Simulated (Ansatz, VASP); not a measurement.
Cs in VASP and in Ansatz

File INCAR:

```
PREC = Accurate ; ENCUT = 520
EDIFF = 1E-7 ; ISMEAR = -1
SIGMA = 0.05 ; LREAL = False
LASPH = True ; NELM = 80
ALGO = Normal ; ISIF = 2
LWAVE = False ; LCHARG = False
NBANDS = 10
```

KPOINTS

```
regular mesh
0
Gamma
  9 9 9
```

POSCAR

```
Cs
1.0
   -2.9922750000      2.9922750000      3.0225000000
    2.9922750000     -2.9922750000      3.0225000000
    2.9922750000      2.9922750000     -3.0225000000
Cs
1
Direct
    0.0000000000      0.0000000000      0.0000000000
```

Input for Ansatz:

```yaml
crystal:
  lattice:
    - [-2.992275, 2.992275, 3.0225]
    - [2.992275, -2.992275, 3.0225]
    - [2.992275, 2.992275, -3.0225]
  atoms:
    - { symbol: Cs, position: [0.0, 0.0, 0.0] }
kpoints:
  mp_grid: { grid: [9, 9, 9] }
  band_path:
    path:
      - [0.0, 0.0, 0.0]
      - [0.0, 0.0, 0.5]
      - [0.25, 0.25, 0.25]
      - [0.0, 0.5, 0.0]
      - [0.0, 0.0, 0.0]
      - [0.5, 0.5, -0.5]
      - [0.495025, 0.504975, -0.495025]
      - [-0.495025, 0.495025, 0.495025]
      - [0.0, 0.0, 0.0]
    npoints: 5
scf:
  occupations: { method: fermi_dirac, width: 0.05 }
hamiltonian:
  xc: lda
  pseudopotentials: { kind: all_electron, lapw: { basis_error: 0.001 } }
output:
  forces: true
  stress: true
  eigenvalues: true
```

Change from the starting cell: equal xx and yy strain of -1 %.

Alike in both runs: task single point; functional LDA; k mesh 9 × 9 × 9; occupations fermi-dirac, width 0.05 eV; no spin polarisation.

|  | VASP | Ansatz |
| --- | --- | --- |
| version | VASP 6.6.1 | Ansatz 0.2.0 |
| potentials or method | VASP PAW LDA potentials, release 64 (Cs_sv) | all-electron LAPW, scalar-relativistic |
| plane-wave cutoff (eV) | 520 | see its input |

Ansatz gave:

```
pressure (GPa) : -0.2
```

Task: What did VASP give for the same quantities?

Result: Pressure (GPa): -0.3.

Ansatz ran all-electron here, so the differences hold the error of VASP's frozen core and of both bases.

Spin-orbit coupling is left out, which matters for the levels of Cs.
